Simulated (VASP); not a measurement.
# Al2O3 (Pnnm) in VASP: further runs, part 2 of 2

VASP 6.6.1. The steps go on from the part before.

## Step 3: Electron localisation function, PBE

Input file INCAR:

```
SYSTEM = Al2O3
  PREC = Accurate
  ENCUT = 520
  EDIFF = 1E-6
  ISMEAR = 0
  SIGMA = 0.02
  LREAL = .FALSE.
  LASPH = .TRUE.
  NELM = 60
  ALGO = Normal
  ISIF = 2
  LWAVE = .FALSE.
  LCHARG = .TRUE.
  GGA = PE
  LELF = .TRUE.
```

Input file KPOINTS:

```
Automatic mesh
0
G
  5 3 7
  0 0 0
```

Input file POSCAR:

```
Al2O3
1.0
    4.6137770000      0.0000000000      0.0000000000
    0.0000000000      9.5632790000      0.0000000000
    0.0000000000      0.0000000000      3.1198620000
Al O
4 6
Direct
    0.9829750000      0.8245730000      0.0000000000
    0.0170250000      0.1754270000      0.0000000000
    0.4829750000      0.6754270000      0.5000000000
    0.5170250000      0.3245730000      0.5000000000
    0.5000000000      0.5000000000      0.5000000000
    0.1236350000      0.7530500000      0.5000000000
    0.3763650000      0.2530500000      0.0000000000
    0.6236350000      0.7469500000      0.0000000000
    0.0000000000      0.0000000000      0.0000000000
    0.8763650000      0.2469500000      0.5000000000
```

Potentials or basis: VASP PAW PBE potentials, release 64 (Al, O).

Started as:

```
> cat potpaw_PBE.64/Al/POTCAR potpaw_PBE.64/O/POTCAR > POTCAR
> mpirun -np 1 vasp_std > vasp.out
```

OUTCAR:

```text
SYSTEM = Al2O3
   PREC = Accurate
   ENCUT = 520
   EDIFF = 1E-6
   ISMEAR = 0
   LREAL = .FALSE.
   LASPH = .TRUE.
   NELM = 60
   ISIF = 2
   GGA = PE

 ion  position               nearest neighbor table
   1  0.983  0.825  0.000-   9 1.68   8 1.82   6 1.82   6 1.82   3 3.13   3 3.13   3 3.13   3 3.13
                             2 3.36
   2  0.017  0.175  0.000-   9 1.68   7 1.82  10 1.82  10 1.82   4 3.13   4 3.13   4 3.13   4 3.13
                             1 3.36
   3  0.483  0.675  0.500-   5 1.68   6 1.82   8 1.82   8 1.82   1 3.13   1 3.13   1 3.13   1 3.13
                             4 3.36
   4  0.517  0.325  0.500-   5 1.68  10 1.82   7 1.82   7 1.82   2 3.13   2 3.13   2 3.13   2 3.13
                             3 3.36
   5  0.500  0.500  0.500-   3 1.68   4 1.68
   6  0.124  0.753  0.500-   3 1.82   1 1.82   1 1.82
   7  0.376  0.253  0.000-   2 1.82   4 1.82   4 1.82
   8  0.624  0.747  0.000-   1 1.82   3 1.82   3 1.82
   9  0.000  0.000  0.000-   1 1.68   2 1.68
  10  0.876  0.247  0.500-   4 1.82   2 1.82   2 1.82

  LATTYP: Found a simple orthorhombic cell.
 ALAT       =     3.1198620000
 B/A-ratio  =     1.4788400897
 C/A-ratio  =     3.0652891057

  Lattice vectors:

 A1 = (   0.0000000000,   0.0000000000,   3.1198620000)
 A2 = (   4.6137770000,   0.0000000000,   0.0000000000)
 A3 = (   0.0000000000,   9.5632790000,   0.0000000000)

Analysis of symmetry for initial positions (statically):
=====================================================================
 Subroutine PRICEL returns:
 Original cell was already a primitive cell.

 Routine SETGRP: Setting up the symmetry group for a
 simple orthorhombic supercell.

 Subroutine GETGRP returns: Found  8 space group operations
 (whereof  4 operations were pure point group operations)
 out of a pool of  8 trial point group operations.

The static configuration has the point symmetry C_2h.
 The point group associated with its full space group is D_2h.
[... 155 lines left out ...]
   LHFCALC =     F    Hartree Fock is set to
   AEXX    =    0.0000 exact exchange contribution
   IVDW    =     0    specifies the selected vdW correction
   LEPSILON=     F    determine dielectric tensor
   LRPA    =     F    only Hartree local field effects (RPA)
 non-spin polarized calculation
 Gauss-broadening in eV      SIGMA  =   0.02
  energy-cutoff  :      520.00
  volume of cell :      137.66
 maximum number of plane-waves:      3737
 NGX is ok and might be reduce to    36
   NGX = 17   NGY = 35   NGZ = 11

 number of electron      48.0000028 magnetization

 Free energy of the ion-electron system (eV)
  ---------------------------------------------------
  ext. energy  EPLUGINS =         0.00000000
  ---------------------------------------------------
  free energy    TOTEN  =       -73.85320919 eV

  energy without entropy =      -73.85320919  energy(sigma->0) =      -73.85320919

 E-fermi :   2.0094     XC(G=0):  -8.7577

 val. band max:        1.8684001936   @ k =   0.0000   0.0000   0.0000
 cond. band min:       5.3779112774   @ k =   0.0000   0.0000   0.0000
 fundamental gap:      3.5095110838
 Fermi energy:         2.0093723522

 k-point     1 :       0.0000    0.0000    0.0000
  band No.  band energies     occupation
      1     -17.0817      2.00000
      2     -17.0091      2.00000
      3     -15.7620      2.00000
      4     -15.7360      2.00000
      5     -14.4634      2.00000
      6     -14.3501      2.00000
[... 781 lines left out ...]
     29      10.2527      0.00000
     30      10.3166      0.00000

------------------------ aborting loop because EDIFF is reached ----------------------------------------

  FORCE on cell =-STRESS in cart. coord.  units (eV):
  Direction    XX          YY          ZZ          XY          YZ          ZX
  --------------------------------------------------------------------------------------
  -------------------------------------------------------------------------------------
  Total        0.9934403      1.5609835     -2.6860256      0.0000000      0.0000000      0.0000000
  in kB       11.5625480     18.1681235    -31.2623712      0.0000000      0.0000000      0.0000000
  external PRESSURE =      -0.5105666 kB  Pullay stress =       0.0000000 kB

 VOLUME and BASIS-vectors are now :
 -----------------------------------------------------------------------------
  energy-cutoff  :      520.00
  volume of cell :      137.66
      direct lattice vectors                 reciprocal lattice vectors
     4.613777000  0.000000000  0.000000000     0.216742162  0.000000000  0.000000000
     0.000000000  9.563279000  0.000000000     0.000000000  0.104566645  0.000000000
     0.000000000  0.000000000  3.119862000     0.000000000  0.000000000  0.320526998

 POSITION                                       TOTAL-FORCE (eV/Angst)
 -----------------------------------------------------------------------------------
      4.53523      7.88562      0.00000        -0.054318     -0.052937     -0.000000
      0.07855      1.67766      0.00000         0.054318      0.052937      0.000000
      2.22834      6.45930      1.55993        -0.054318      0.052937     -0.000000
      2.38544      3.10398      1.55993         0.054318     -0.052937      0.000000
      2.30689      4.78164      1.55993         0.000000      0.000000      0.000000
      0.57042      7.20163      1.55993         0.156901     -0.108245      0.000000
      1.73646      2.41999      0.00000        -0.156901     -0.108245      0.000000
      2.87731      7.14329      0.00000         0.156901      0.108245      0.000000
      0.00000      0.00000      0.00000         0.000000      0.000000      0.000000
      4.04335      2.36165      1.55993        -0.156901      0.108245      0.000000
 -----------------------------------------------------------------------------------
    total drift:                                0.000000     -0.000000     -0.000000

  FREE ENERGIE OF THE ION-ELECTRON SYSTEM (eV)
  ---------------------------------------------------
  free  energy   TOTEN  =       -73.8532091862 eV

  energy  without entropy=      -73.8532091862  energy(sigma->0) =      -73.85320919
```

Wall time 64 s (1 thread of Intel Xeon Platinum 8488C (Sapphire Rapids), shared host); peak memory 0.26 GiB.

What came out:

| Property | Result |
| --- | --- |
| Free energy | -73.8532 eV |
| Pressure | -0.1 GPa |
| Largest force | 0.191 eV/Å |
| Band gap on the k mesh | 3.51 eV, direct |

Forces on the atoms (eV/Å):
```
Al  -0.054 -0.053  0.000
Al   0.054  0.053  0.000
Al  -0.054  0.053  0.000
Al   0.054 -0.053  0.000
O    0.000  0.000  0.000
O    0.157 -0.108  0.000
O   -0.157 -0.108  0.000
O    0.157  0.108  0.000
O    0.000  0.000  0.000
O   -0.157  0.108  0.000
```

Caveat: an odd mesh through Γ misses points on the zone boundary, where band edges often lie. A hybrid or GW would open this gap; PBE tends to underestimate it.
